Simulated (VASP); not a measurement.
WS2 (Tungstenite):

```
W S
1.0
     3.18000    0.00000    0.00000
    -1.59000    2.75396    0.00000
     0.00000    0.00000   12.50000
W S
2 4
Direct
  0.66667 0.33333 0.75000
  0.33333 0.66667 0.25000
  0.66667 0.33333 0.37500
  0.33333 0.66667 0.87500
  0.66667 0.33333 0.12500
  0.33333 0.66667 0.62500
```

Base run:

| Quantity | Value |
| --- | --- |
| Program | VASP 6.6.1 |
| Functional | r2SCAN |
| Potentials or basis | VASP PAW PBE potentials, release 64 (W_sv, S) |
| Cutoff | 520 eV |
| k mesh | 10 × 10 × 4 |
| Occupations | gaussian, width 0.02 eV |
| Spin | no spin polarisation |

Its results: band gap on the k mesh 1.24 eV, indirect (least direct gap 2.21 eV).

Task: The run is repeated on the same cell with these changes: functional from r2SCAN to PBEsol. What comes out?

Result: Band gap on the k mesh 1.09 eV, indirect (least direct gap 2.08 eV).

r2SCAN gives the wider gap, since meta-GGAs in the generalised Kohn-Sham scheme recover part of the derivative discontinuity.

Caveats: spin-orbit coupling is left out, which moves the levels of the heavy elements.

A k mesh can miss the band edges.

Not every run made on this cell is shown here.
